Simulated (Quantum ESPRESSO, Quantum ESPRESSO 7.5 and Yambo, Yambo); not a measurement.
# AgBr (Fm-3m): G0W0 on several meshes in Yambo

How does the mesh move the gap of AgBr (Fm-3m)?

Method: PBE and many-body steps on it, plane waves, in Quantum ESPRESSO 7.5 and Yambo 5.3.0.

This is a report of a sequence of runs, with most program output left out.

The database entry behind the starting cell differs from later determinations by our own check (about 0.6 % short of the room-temperature cell), so it need not match the best structure at ambient conditions.

### 1. The starting structure

Symmetry: Fm-3m, No. 225, cubic system. Conventional cell: a = 5.740 Å, b = 5.740 Å, c = 5.740 Å, α = 90.00°, β = 90.00°, γ = 90.00°. Ag has 6 Br at 2.87 Å nearest. Nearest to Br lie 6 Ag at 2.87 Å. Farther neighbours and most contacts between anions are not listed.

The cell and positions come from the Crystallography Open Database and are kept as given unless a step says otherwise.

### 2. Empty states on the mesh, 4×4×4 mesh, 316 bands

This step: Quantum ESPRESSO 7.5; DFT, PBE, plane waves, norm-conserving pseudopotentials.

The sums over transitions need many empty states on a uniform mesh; this step solves for them.

Contents of pw.in:

```
&control
  calculation = 'nscf'
  prefix = 'x'
  outdir = 'o'
  pseudo_dir = 'pseudo'
/
&system
  ibrav = 0
  nat = 2
  ntyp = 2
  ecutwfc = 74.0
  nbnd = 316
  force_symmorphic = .true.
/
&electrons
  conv_thr = 1e-9
  electron_maxstep = 80
  diago_full_acc = .true.
  diago_thr_init = 5e-6
/
ATOMIC_SPECIES
  Ag 107.87 Ag.upf
  Br 79.904 Br.upf
CELL_PARAMETERS angstrom
  -0.0000000000 2.8701500000 2.8701500000
  2.8701500000 0.0000000000 2.8701500000
  2.8701500000 2.8701500000 0.0000000000
ATOMIC_POSITIONS crystal
  Ag 0.0000000000 0.0000000000 0.0000000000
  Br 0.5000000000 0.5000000000 0.5000000000
K_POINTS automatic
  4 4 4 0 0 0
```

On the command line:

```
OMP_NUM_THREADS=1 mpirun -n 4 pw.x -nk 4 -in pw.in > pw.out
```

Run time: 31 s. Hardware: 4 MPI ranks of Arm Neoverse V1, shared host; peak memory 0.6 GiB.

Numbers from this step:

```
gap                                                           : 0.6721 eV
k of the valence top                                          : 0, 0, -0.5
k of the conduction bottom                                    : 0, 0, 0
least direct gap                                              : 2.604 eV
k points computed                                             : 8
lowest point of the top converged band, above the valence top : 188.1953 eV
```

On this mesh the gap is 0.672 eV.

The density comes from a self-consistent run that is not shown.

### 3. Conversion and set-up

This step: Yambo 5.3.0; conversion and set-up on PBE, plane waves, norm-conserving pseudopotentials.

The states are converted to the many-body program's format and the q mesh is built.

On the command line:

```
(cd o/x.save; p2y > p2y.log; mv SAVE ../..); yambo > setup.log
```

It took 2.5 s on 1 MPI rank; peak memory 0.25 GiB.

### 4. 4×4×4

Now the one-shot GW correction: screening in the RPA, then the self-energy of the levels asked for.

This step: G0W0 on PBE, plane waves, norm-conserving pseudopotentials.

Contents of gw2.in:

```
HF_and_locXC
gw0
dyson
ppa
em1d
rim_cut
RandQpts= 1000000
RandGvec= 1 RL
EXXRLvcs= 74 Ry
VXCRLvcs= 296 Ry
Chimod= "HARTREE"
% BndsRnXp
 1 | 136 |
%
NGsBlkXp= 10.5 Ry
% LongDrXp
 1 | 1 | 1 |
%
% GbndRnge
 1 | 136 |
%
DysSolver= "n"
ExtendOut
PPAPntXp= 27.21138 eV
% QPkrange
 3 | 3 | 12 | 15 |
 1 | 1 | 12 | 15 |
%
```

On the command line:

```
OMP_NUM_THREADS=1 mpirun -n 4 yambo -F gw2.in -J gw2 -C gw2 > gw2.log
```

Run time: 80 s. Hardware: 4 MPI ranks; peak memory 1.6 GiB; 5.3 min of CPU time.

Numbers from this step:

```yaml
g0w0_gap_on_the_points_computed: 1.629 eV
starting_gap_on_the_mesh: 0.6721 eV
k_of_the_valence_top: 0, 0, -0.5
k_of_the_conduction_bottom: 0, 0, 0
least_direct_g0w0_gap_on_the_computed_points: 3.756 eV
z_at_the_valence_top: 0.8001
z_at_the_conduction_bottom: 0.8273
```

The gap on the mesh goes from 0.67 eV to 1.63 eV, a correction of +0.96 eV.

### 5. Empty states on the mesh, 2×2×2 mesh, 136 bands

This step: Quantum ESPRESSO 7.5; DFT, PBE, plane waves, norm-conserving pseudopotentials.

pw.in: that of step 2 with these lines changed.

```diff
@@ -11,3 +11,3 @@
   ecutwfc = 74.0
-  nbnd = 316
+  nbnd = 136
   force_symmorphic = .true.
@@ -31,2 +31,2 @@
 K_POINTS automatic
-  4 4 4 0 0 0
+  2 2 2 0 0 0
```

On the command line:

```
OMP_NUM_THREADS=1 mpirun -n 4 pw.x -nk 4 -in pw.in > pw.out
```

Run time: 4.8 s. Hardware: 4 MPI ranks; peak memory 0.31 GiB; 19 s of CPU time.

This step gave:

```
gap                                                           : 0.6721 eV
k of the valence top                                          : 0, 0, -0.5
k of the conduction bottom                                    : 0, 0, 0
least direct gap                                              : 2.604 eV
k points computed                                             : 3
lowest point of the top converged band, above the valence top : 100.5856 eV
```

On this mesh the gap is 0.672 eV.

### 6. Conversion and set-up

This step: Yambo 5.3.0; conversion and set-up on PBE, plane waves, norm-conserving pseudopotentials.

On the command line:

```
(cd o/x.save; p2y > p2y.log; mv SAVE ../..); yambo > setup.log
```

Wall time 2.3 s (1 MPI rank); peak memory 0.24 GiB.

### 7. 2×2×2

This step: G0W0 on PBE, plane waves, norm-conserving pseudopotentials.

gw11.in, as its differences from gw2.in of step 4:

```diff
@@ -25,3 +25,3 @@
 % QPkrange
- 3 | 3 | 12 | 15 |
+ 2 | 2 | 12 | 15 |
  1 | 1 | 12 | 15 |
```

On the command line:

```
OMP_NUM_THREADS=1 mpirun -n 4 yambo -F gw11.in -J gw11 -C gw11 > gw11.log
```

Wall time 8.3 s (4 MPI ranks); peak memory 1.3 GiB.

This step gave:

```yaml
g0w0_gap_on_the_points_computed: 1.624 eV
starting_gap_on_the_mesh: 0.6721 eV
k_of_the_valence_top: 0, 0, -0.5
k_of_the_conduction_bottom: 0, 0, 0
least_direct_g0w0_gap_on_the_computed_points: 3.753 eV
z_at_the_valence_top: 0.8002
z_at_the_conduction_bottom: 0.8230
```

Against G0W0 in Yambo (4×4×4 mesh, 136 bands, screening to 142.9 eV, Godby-Needs plasmon pole), the gap moves by −0.004 eV.

### 8. Side by side

Times are wall times on 4 MPI ranks of Arm Neoverse V1, shared host, good to a factor of about two.

| run | mesh | bands | screening cutoff (eV) | DFT gap (eV) | gap on the mesh (eV) | direct (eV) | time |
| --- | --- | --- | --- | --- | --- | --- | --- |
| 4×4×4 | 4×4×4 | 136 | 142.9 | 0.672 | 1.629 | 3.756 | 80 s |
| 2×2×2 | 2×2×2 | 136 | 142.9 | 0.672 | 1.624 | 3.753 | 8.3 s |

### 9. Outcome

```json
{
  "4×4×4": "1.629 eV",
  "2×2×2": "1.624 eV",
  "known limits": "not at the basis limit; d shell near the gap, gap tends to lie low; no spin-orbit coupling; coarse k mesh"
}
```

**Reading.** 2×2×2: −0.004 eV against 4×4×4. Bands and cutoff are finite, so the gap is not at the basis limit. The miss can reach some tenths of an eV and take either sign; the mesh is an error of its own. In the G0W0 runs levels were corrected at 2 k points alone, so a gap called «on the mesh» is the least over those, and an edge elsewhere would be missed. The 4×4×4 mesh is coarse for this cell, which bears on the long-range parts of exchange and screening. Mesh or cutoff lie under what a gap needs, so these runs test behaviour and cost; their gaps are not to be quoted. A d shell, filled or nearly so, lies near the gap. One-shot GW converges very slowly in bands there, not always from below, and on a semilocal start the gap tends to come out low; starts rich in exact exchange can overshoot instead. The many-body steps are scalar-relativistic: spin-orbit coupling is not in them.

[Paths, hosts, dates, memory and timing lines, banners, echoed tables and standing remarks are left out of the program output.]

[Logs are printed without paths, hosts, clocks, repeated set-up lines and the standing remarks that a program may print on its own settings, such as how far it seeks lower states.]

[Runs of the session that timed out or met a known fault of the program may be left out.]

[Hosts, paths, dates, database ids (printed as entryN), source tags and the programs' standing remarks are cut or masked in the printed files.]
